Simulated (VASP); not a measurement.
# LiF: NMR shieldings, part 2 of 3

What are the shielding tensors of LiF? The cell is of the wurtzite type, one of the forms listed for this formula, which need not be the common one. The start is a computed cell from the Materials Project.

VASP 6.6.1, plane waves and PAW; the level of theory is named at each step.

So far. Step 2 (Ground state): The cell has a gap of 7.60 eV on this mesh and a pressure of -3.1 GPa, which holds the misfit of the given cell and coordinates with this functional, and any error of cutoff, mesh and data sets.

**3. Shielding tensors**

This step: chemical shifts by linear response (GIPAW), LDA; plane waves and PAW (F, Li_sv) (VASP 6.6.1).

LCHIMAG computes the induced currents by linear response. It needs tightly converged orbitals and a cutoff well above the default; LEFG adds the field gradients at no cost.

Contents of INCAR:

```
SYSTEM = LiF
PREC = Accurate
ENCUT = 700
EDIFF = 1E-09
NELM = 100
ISMEAR = 0
SIGMA = 0.01
LREAL = .FALSE.
ALGO = Normal
GGA = CA
NBANDS = 16
LWAVE = .FALSE.
LCHARG = .FALSE.
KPAR = 4
LCHIMAG = .TRUE.
LEFG = .TRUE.
DQ = 0.001
ICHIBARE = 1
LNMR_SYM_RED = .TRUE.
```

Contents of POSCAR:

```
LiF
1.0
    3.0609398175      0.0000000000      0.0000000000
   -1.5304699087      2.6508516414      0.0000000000
    0.0000000000      0.0000000000      4.8073245700
F Li
2 2
Direct
    0.6666666667      0.3333333333      0.4938437400
    0.3333333333      0.6666666667      0.9938437400
    0.6666666667      0.3333333333      0.8811542600
    0.3333333333      0.6666666667      0.3811542600
```

Contents of KPOINTS:

```
Automatic mesh
0
Gamma
7 7 4
0 0 0
```

PAW data sets: F and Li_sv (LDA family, release 64).

Command:

```sh
> mpirun -np 4 vasp_std
```

The program printed:

```text
[banner, memory and clock lines left out]
running    4 mpi-ranks, on    1 nodes
 distrk:  each k-point on    1 cores,    4 groups
 distr:  one band on    1 cores,    1 groups

 POSCAR found type information on POSCAR F Li
 POSCAR found :  2 types and       4 ions
 LDA part: xc-table for (Slater(with rela. corr.)+CA(PZ))
 , standard interpolation
 POSCAR, INCAR and KPOINTS ok, starting setup
 FFT: planning ... GRIDC
 FFT: planning ... GRID_SOFT
 FFT: planning ... GRID
 WAVECAR not read
 entering main loop
       N       E                     dE             d eps       ncg     rms          rms(c)
DAV:   1     0.143623989113E+03    0.14362E+03   -0.13172E+04   768   0.166E+03
DAV:   2    -0.111959456615E+02   -0.15482E+03   -0.15194E+03   952   0.367E+02
DAV:   3    -0.219614561383E+02   -0.10766E+02   -0.10735E+02  1456   0.746E+01
DAV:   4    -0.222045235289E+02   -0.24307E+00   -0.24295E+00   872   0.993E+00
DAV:   5    -0.222064852090E+02   -0.19617E-02   -0.19616E-02  1112   0.902E-01    0.692E+00
DAV:   6    -0.208345470033E+02    0.13719E+01   -0.41596E+00   768   0.162E+01    0.226E+00
DAV:   7    -0.208150988623E+02    0.19448E-01   -0.15906E-01  1064   0.293E+00    0.140E+00
DAV:   8    -0.208055596466E+02    0.95392E-02   -0.46555E-02   952   0.231E+00    0.292E-01
DAV:   9    -0.208049839408E+02    0.57571E-03   -0.75545E-03  1144   0.710E-01    0.938E-02
DAV:  10    -0.208051662099E+02   -0.18227E-03   -0.42048E-04   816   0.189E-01    0.231E-02
DAV:  11    -0.208051644155E+02    0.17944E-05   -0.27053E-05  1104   0.543E-02    0.535E-03
DAV:  12    -0.208051644905E+02   -0.75046E-07   -0.98775E-07  1136   0.838E-03    0.152E-03
DAV:  13    -0.208051644447E+02    0.45842E-07   -0.93721E-08  1080   0.288E-03    0.351E-04
DAV:  14    -0.208051644348E+02    0.98980E-08   -0.13008E-08  1320   0.917E-04    0.612E-05
DAV:  15    -0.208051644336E+02    0.11446E-08   -0.81518E-10   840   0.280E-04    0.635E-05
DAV:  16    -0.208051644332E+02    0.47612E-09   -0.15686E-10   600   0.130E-04
ion   1
     0.0000000     0.0000000    -0.0000000     0.0121002    -0.0000000     0.0000000
     0.0000310     0.0000000    -0.0000000     0.0121002    -0.0000000     0.0000000
     0.0000427     0.0000000    -0.0000000     0.0121002    -0.0000000     0.0000000
     0.0000588     0.0000000    -0.0000000     0.0121002    -0.0000000     0.0000000
     0.0000810     0.0000000    -0.0000000     0.0121002    -0.0000000     0.0000000

     0.0000000     0.0000000    -0.0000000     0.3379276    -0.0000000     0.0000000
     0.0000310     0.0000000    -0.0000000     0.3379275    -0.0000000     0.0000000
     0.0000427     0.0000000    -0.0000000     0.3379273    -0.0000000     0.0000000
     0.0000588     0.0000000    -0.0000000     0.3379272    -0.0000000     0.0000000
     0.0000810     0.0000000    -0.0000000     0.3379268    -0.0000000     0.0000000

ion   2
     0.0000000     0.0000000     0.0000000     0.0121002    -0.0000000     0.0000000
     0.0000310     0.0000000     0.0000000     0.0121002    -0.0000000     0.0000000
     0.0000427     0.0000000     0.0000000     0.0121002    -0.0000000     0.0000000
     0.0000588     0.0000000     0.0000000     0.0121002    -0.0000000     0.0000000
     0.0000810     0.0000000     0.0000000     0.0121002    -0.0000000     0.0000000

     0.0000000     0.0000000     0.0000000     0.3379276    -0.0000000     0.0000000
     0.0000310     0.0000000     0.0000000     0.3379275    -0.0000000     0.0000000
     0.0000427     0.0000000     0.0000000     0.3379273    -0.0000000     0.0000000
     0.0000588     0.0000000     0.0000000     0.3379272    -0.0000000     0.0000000
     0.0000810     0.0000000     0.0000000     0.3379268    -0.0000000     0.0000000

ion   3
     0.0000000     0.0000000    -0.0000000    -0.1299039     0.0000000     0.0000000
     0.0000222     0.0000000    -0.0000000    -0.1299039     0.0000000     0.0000000
     0.0000306     0.0000000    -0.0000000    -0.1299039     0.0000000     0.0000000
     0.0000422     0.0000000    -0.0000000    -0.1299039     0.0000000     0.0000000
     0.0000581     0.0000000    -0.0000000    -0.1299039     0.0000000     0.0000000

     0.0000000     0.0000000    -0.0000000    -0.1454603     0.0000000     0.0000000
     0.0000222     0.0000000    -0.0000000    -0.1454603     0.0000000     0.0000000
     0.0000306     0.0000000    -0.0000000    -0.1454603     0.0000000     0.0000000
     0.0000422     0.0000000    -0.0000000    -0.1454603     0.0000000     0.0000000
     0.0000581     0.0000000    -0.0000000    -0.1454603     0.0000000     0.0000000

ion   4
     0.0000000     0.0000000     0.0000000    -0.1299039     0.0000000     0.0000000
     0.0000222     0.0000000     0.0000000    -0.1299039     0.0000000     0.0000000
     0.0000306     0.0000000     0.0000000    -0.1299039     0.0000000     0.0000000
     0.0000422     0.0000000     0.0000000    -0.1299039     0.0000000     0.0000000
     0.0000581     0.0000000     0.0000000    -0.1299039     0.0000000     0.0000000

     0.0000000     0.0000000     0.0000000    -0.1454603     0.0000000     0.0000000
     0.0000222     0.0000000     0.0000000    -0.1454603     0.0000000     0.0000000
     0.0000306     0.0000000     0.0000000    -0.1454603     0.0000000     0.0000000
     0.0000422     0.0000000     0.0000000    -0.1454603     0.0000000     0.0000000
     0.0000581     0.0000000     0.0000000    -0.1454603     0.0000000     0.0000000

   1 F= -.20805164E+02 E0= -.20805164E+02  d E =-.109152E-96
DAV:   1    -0.297831307546E+03   -0.29783E+03   -0.22158E-10   536   0.161E-05
DAV:   2    -0.297831307546E+03   -0.61391E-11    0.46892E-13   488   0.603E-06
BDIR= 1  IDIR= 2  IQ= -1
DAV:   1    -0.595645163408E+03   -0.59565E+03   -0.20218E-02  1776   0.110E+00
DAV:   2    -0.595645233153E+03   -0.69745E-04   -0.69745E-04  1960   0.220E-01
DAV:   3    -0.595645233742E+03   -0.58955E-06   -0.58952E-06  2296   0.204E-02
DAV:   4    -0.595645233756E+03   -0.13320E-07   -0.13328E-07  1960   0.249E-03
DAV:   5    -0.595645233756E+03   -0.19281E-09   -0.23177E-09  1800   0.275E-04
       N       E                     dE             d eps       ncg     rms
RMM:   1    -0.616489624951E+02   -0.61649E+02   -0.22141E+02  2678   0.832E+01
RMM:   2    -0.635732174774E+02   -0.19243E+01   -0.88110E+00  3173   0.148E+01
RMM:   3    -0.636635324735E+02   -0.90315E-01   -0.48076E-01  3144   0.432E+00
RMM:   4    -0.636728024561E+02   -0.92700E-02   -0.71124E-02  3344   0.153E+00
RMM:   5    -0.636732852622E+02   -0.48281E-03   -0.10597E-03  3280   0.196E-01
RMM:   6    -0.636732999766E+02   -0.14714E-04   -0.69282E-05  3345   0.413E-02
RMM:   7    -0.636733016849E+02   -0.17082E-05   -0.78818E-06  3083   0.112E-02
[...]
RLQ:   7    -0.102770337997E+01   -0.44672E-08   -0.10655E-08  2422   0.327E-04
RLQ:   8    -0.102770338014E+01   -0.16900E-09   -0.47183E-10  1983   0.871E-05
BDIR= 3  IDIR= 1  IQ= -1
DAV:   1    -0.595659070506E+03   -0.59566E+03   -0.20217E-02  1816   0.110E+00
DAV:   2    -0.595659139975E+03   -0.69469E-04   -0.69469E-04  1960   0.220E-01
DAV:   3    -0.595659140566E+03   -0.59163E-06   -0.59165E-06  2328   0.200E-02
DAV:   4    -0.595659140578E+03   -0.11355E-07   -0.11326E-07  1888   0.223E-03
DAV:   5    -0.595659140578E+03   -0.84356E-10   -0.11866E-09  1840   0.225E-04
       N       E                     dE             d eps       ncg     rms
RMM:   1    -0.616686723078E+02   -0.61669E+02   -0.21613E+02  2775   0.828E+01
RMM:   2    -0.636348231413E+02   -0.19662E+01   -0.92575E+00  3281   0.154E+01
RMM:   3    -0.637253833375E+02   -0.90560E-01   -0.48425E-01  3148   0.444E+00
RMM:   4    -0.637346769935E+02   -0.92937E-02   -0.68016E-02  3372   0.153E+00
RMM:   5    -0.637351857139E+02   -0.50872E-03   -0.17609E-03  3243   0.223E-01
RMM:   6    -0.637352060168E+02   -0.20303E-04   -0.90426E-05  3401   0.464E-02
RMM:   7    -0.637352079728E+02   -0.19560E-05   -0.73828E-06  3045   0.112E-02
RMM:   8    -0.637352081056E+02   -0.13272E-06   -0.26053E-07  2972   0.225E-03
RMM:   9    -0.637352081095E+02   -0.39611E-08   -0.11564E-08  2605   0.529E-04
RMM:  10    -0.637352081099E+02   -0.33532E-09   -0.18464E-09  2161   0.176E-04
BDIR= 3  IDIR= 1  IQ=  0
DAV:   1    -0.595662623147E+03   -0.59566E+03   -0.10107E-11  1112   0.384E-05
DAV:   2    -0.595662623147E+03   -0.32969E-10   -0.27890E-12   992   0.143E-05
       N       E                     dE             d eps       ncg     rms
RMM:   1    -0.616750342378E+02   -0.61675E+02   -0.21613E+02  2774   0.828E+01
RMM:   2    -0.636417859059E+02   -0.19668E+01   -0.92591E+00  3276   0.154E+01
RMM:   3    -0.637323622979E+02   -0.90576E-01   -0.48434E-01  3145   0.444E+00
RMM:   4    -0.637416294983E+02   -0.92672E-02   -0.67905E-02  3347   0.153E+00
RMM:   5    -0.637421371991E+02   -0.50770E-03   -0.17604E-03  3231   0.223E-01
RMM:   6    -0.637421575626E+02   -0.20364E-04   -0.90659E-05  3349   0.464E-02
RMM:   7    -0.637421595192E+02   -0.19566E-05   -0.73802E-06  2969   0.112E-02
RMM:   8    -0.637421596509E+02   -0.13177E-06   -0.25359E-07  2932   0.223E-03
RMM:   9    -0.637421596547E+02   -0.37652E-08   -0.11503E-08  2587   0.528E-04
RMM:  10    -0.637421596550E+02   -0.33452E-09   -0.18405E-09  2130   0.175E-04
BDIR= 3  IDIR= 1  IQ=  1
DAV:   1    -0.595666035192E+03   -0.59567E+03   -0.20216E-02  1816   0.110E+00
DAV:   2    -0.595666104609E+03   -0.69417E-04   -0.69417E-04  1960   0.220E-01
DAV:   3    -0.595666105208E+03   -0.59950E-06   -0.59952E-06  2328   0.201E-02
DAV:   4    -0.595666105219E+03   -0.10773E-07   -0.10731E-07  1888   0.217E-03
DAV:   5    -0.595666105219E+03   -0.94929E-10   -0.11735E-09  1848   0.222E-04
       N       E                     dE             d eps       ncg     rms
RMM:   1    -0.616801330146E+02   -0.61680E+02   -0.21613E+02  2774   0.828E+01
RMM:   2    -0.636484471873E+02   -0.19683E+01   -0.92616E+00  3276   0.154E+01
RMM:   3    -0.637389875193E+02   -0.90540E-01   -0.48439E-01  3149   0.444E+00
RMM:   4    -0.637482513576E+02   -0.92638E-02   -0.67873E-02  3373   0.153E+00
RMM:   5    -0.637487586484E+02   -0.50729E-03   -0.17617E-03  3246   0.223E-01
RMM:   6    -0.637487788168E+02   -0.20168E-04   -0.89006E-05  3402   0.461E-02
RMM:   7    -0.637487807511E+02   -0.19343E-05   -0.74169E-06  3054   0.113E-02
RMM:   8    -0.637487808827E+02   -0.13165E-06   -0.24950E-07  2971   0.222E-03
RMM:   9    -0.637487808864E+02   -0.36539E-08   -0.11124E-08  2607   0.523E-04
RMM:  10    -0.637487808867E+02   -0.33129E-09   -0.18392E-09  2164   0.174E-04
BDIR= 3  IDIR= 2  IQ= -1
DAV:   1    -0.595645163408E+03   -0.59565E+03   -0.20218E-02  1776   0.110E+00
DAV:   2    -0.595645233153E+03   -0.69745E-04   -0.69745E-04  1960   0.220E-01
DAV:   3    -0.595645233742E+03   -0.58950E-06   -0.58952E-06  2296   0.204E-02
DAV:   4    -0.595645233756E+03   -0.13361E-07   -0.13328E-07  1960   0.249E-03
DAV:   5    -0.595645233756E+03   -0.24716E-09   -0.23168E-09  1800   0.275E-04
       N       E                     dE             d eps       ncg     rms
RMM:   1    -0.616752365007E+02   -0.61675E+02   -0.21618E+02  2750   0.828E+01
RMM:   2    -0.636467592044E+02   -0.19715E+01   -0.93478E+00  3214   0.155E+01
RMM:   3    -0.637371416179E+02   -0.90382E-01   -0.48822E-01  3039   0.443E+00
RMM:   4    -0.637465648096E+02   -0.94232E-02   -0.68334E-02  3271   0.153E+00
RMM:   5    -0.637470565491E+02   -0.49174E-03   -0.13390E-03  3124   0.207E-01
RMM:   6    -0.637470747517E+02   -0.18203E-04   -0.89286E-05  3193   0.452E-02
RMM:   7    -0.637470764848E+02   -0.17331E-05   -0.57023E-06  2827   0.101E-02
RMM:   8    -0.637470765850E+02   -0.10029E-06   -0.21583E-07  2812   0.208E-03
RMM:   9    -0.637470765889E+02   -0.38628E-08   -0.13022E-08  2449   0.509E-04
RMM:  10    -0.637470765892E+02   -0.30654E-09   -0.14705E-09  1976   0.160E-04
BDIR= 3  IDIR= 2  IQ=  0
DAV:   1    -0.595662623147E+03   -0.59566E+03   -0.10278E-11  1112   0.384E-05
DAV:   2    -0.595662623147E+03    0.61391E-11   -0.47695E-12   992   0.143E-05
       N       E                     dE             d eps       ncg     rms
RMM:   1    -0.616720184820E+02   -0.61672E+02   -0.21610E+02  2751   0.828E+01
RMM:   2    -0.636419524654E+02   -0.19699E+01   -0.93306E+00  3214   0.155E+01
RMM:   3    -0.637322411513E+02   -0.90289E-01   -0.48764E-01  3039   0.443E+00
RMM:   4    -0.637416480820E+02   -0.94069E-02   -0.68276E-02  3269   0.153E+00
RMM:   5    -0.637421396050E+02   -0.49152E-03   -0.13398E-03  3123   0.207E-01
RMM:   6    -0.637421577990E+02   -0.18194E-04   -0.89153E-05  3191   0.451E-02
RMM:   7    -0.637421595278E+02   -0.17288E-05   -0.56826E-06  2826   0.101E-02
RMM:   8    -0.637421596275E+02   -0.99690E-07   -0.21472E-07  2809   0.207E-03
RMM:   9    -0.637421596314E+02   -0.38513E-08   -0.13000E-08  2443   0.508E-04
RMM:  10    -0.637421596317E+02   -0.30597E-09   -0.14663E-09  1976   0.160E-04
BDIR= 3  IDIR= 2  IQ=  1
DAV:   1    -0.595679941776E+03   -0.59568E+03   -0.20217E-02  1776   0.110E+00
DAV:   2    -0.595680011423E+03   -0.69647E-04   -0.69647E-04  1944   0.220E-01
DAV:   3    -0.595680012015E+03   -0.59191E-06   -0.59192E-06  2344   0.205E-02
DAV:   4    -0.595680012028E+03   -0.13263E-07   -0.13297E-07  1936   0.249E-03
DAV:   5    -0.595680012028E+03   -0.28990E-09   -0.22988E-09  1832   0.275E-04
       N       E                     dE             d eps       ncg     rms
RMM:   1    -0.616682900466E+02   -0.61668E+02   -0.21601E+02  2755   0.828E+01
RMM:   2    -0.636368667408E+02   -0.19686E+01   -0.93144E+00  3214   0.155E+01
RMM:   3    -0.637270194206E+02   -0.90153E-01   -0.48720E-01  3039   0.443E+00
RMM:   4    -0.637364146672E+02   -0.93952E-02   -0.68247E-02  3270   0.153E+00
RMM:   5    -0.637369053019E+02   -0.49063E-03   -0.13377E-03  3123   0.207E-01
RMM:   6    -0.637369234615E+02   -0.18160E-04   -0.89044E-05  3192   0.451E-02
RMM:   7    -0.637369251853E+02   -0.17237E-05   -0.56597E-06  2825   0.101E-02
RMM:   8    -0.637369252845E+02   -0.99236E-07   -0.21382E-07  2816   0.207E-03
RMM:   9    -0.637369252883E+02   -0.38370E-08   -0.12930E-08  2444   0.505E-04
RMM:  10    -0.637369252886E+02   -0.30360E-09   -0.14567E-09  1974   0.159E-04
       N       E                     dE             d eps       ncg     rms
RLQ:   1    -0.983508720840E+00   -0.98351E+00   -0.13441E+00  2432   0.427E+00
RLQ:   2    -0.102203898694E+01   -0.38530E-01   -0.13118E-01  2978   0.107E+00
RLQ:   3    -0.102318159523E+01   -0.11426E-02   -0.20668E-03  2884   0.159E-01
RLQ:   4    -0.102324259193E+01   -0.60997E-04   -0.12876E-04  2750   0.371E-02
RLQ:   5    -0.102324488818E+01   -0.22962E-05   -0.66404E-06  2477   0.658E-03
RLQ:   6    -0.102324500034E+01   -0.11216E-06   -0.21195E-07  2392   0.141E-03
RLQ:   7    -0.102324500458E+01   -0.42433E-08   -0.10942E-08  2018   0.285E-04
RLQ:   8    -0.102324500473E+01   -0.14684E-09   -0.37190E-10  1698   0.787E-05
```

Run time: 6 min. Hardware: 4 MPI ranks of AMD EPYC 7R43, shared host; peak memory 1.3 GiB.

(Part 2 of 3 ends here.)

[Lines on the potential files, build, host, timing and source positions are cut from VASP's logs without a mark.]

[Logs are printed without paths, hosts, clocks, repeated set-up lines and the standing remarks that a program may print on its own settings, such as how far it seeks lower states.]

[Hosts, paths, dates, database ids (printed as entryN), source tags and the programs' standing remarks are cut or masked in the printed files.]
